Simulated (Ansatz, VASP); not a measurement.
**Two plane-wave programs on Pb**

File INCAR:

```
  PREC = Accurate
  ENCUT = 600
  EDIFF = 1E-7
  ISMEAR = -1
  SIGMA = 0.05
  LREAL = F
  LASPH = T
  NELM = 100
  ALGO = Normal
  ISIF = 3
  LWAVE = F
  LCHARG = F
  GGA = PE
  IBRION = 2
  NSW = 60
  EDIFFG = -0.005
```

The input KPOINTS:

```
Automatic mesh
0
Gamma
  13 13 13
```

Contents of POSCAR:

```
Pb
1.0
    3.2543805230      0.0000000000      0.0000000000
    0.0000000000      3.2543805230      0.0000000000
    0.0000000000      0.0000000000      3.2543805230
Pb
1
Direct
    0.0000000000      0.0000000000      0.0000000000
```

Input for Ansatz:

```yaml
crystal:
  lattice:
    - [3.254380523, 0.0, 0.0]
    - [0.0, 3.254380523, 0.0]
    - [0.0, 0.0, 3.254380523]
  atoms:
    - { symbol: Pb, position: [0.0, 0.0, 0.0] }
kpoints:
  mp_grid: { grid: [13, 13, 13] }
scf:
  occupations: { method: fermi_dirac, width: 0.05 }
hamiltonian:
  xc: pbe
  pseudopotentials: { kind: paw }
output:
  forces: true
  stress: true
  write_density: true
  write_potential: true
  elf: true
  volumetric_format: npy
relax:
  f_tol: 0.005
  max_steps: 40
  cell: {}
```

Alike in both runs: task relaxation of cell and atoms; functional PBE; k mesh 13 × 13 × 13; occupations fermi-dirac, width 0.05 eV; no spin polarisation.

```csv
,VASP,Ansatz
version,VASP 6.6.1,Ansatz 0.2.0
potentials or method,"VASP PAW PBE potentials, release 64 (Pb_d)","PAW with Ansatz's default frozen-core files, scalar-relativistic"
plane-wave cutoff (eV),600,420
valence electrons in the cell,14,14
```

|  | VASP | Ansatz | Ansatz less VASP |
| --- | --- | --- | --- |
| relaxed volume (Å³/atom) | 34.38 | 34.38 | +0.008 |
| relaxed cell length with the largest relative difference (Å) | 3.251 | 3.252 | +0.0002 |

Spin-orbit coupling is left out, which matters for the levels of Pb.
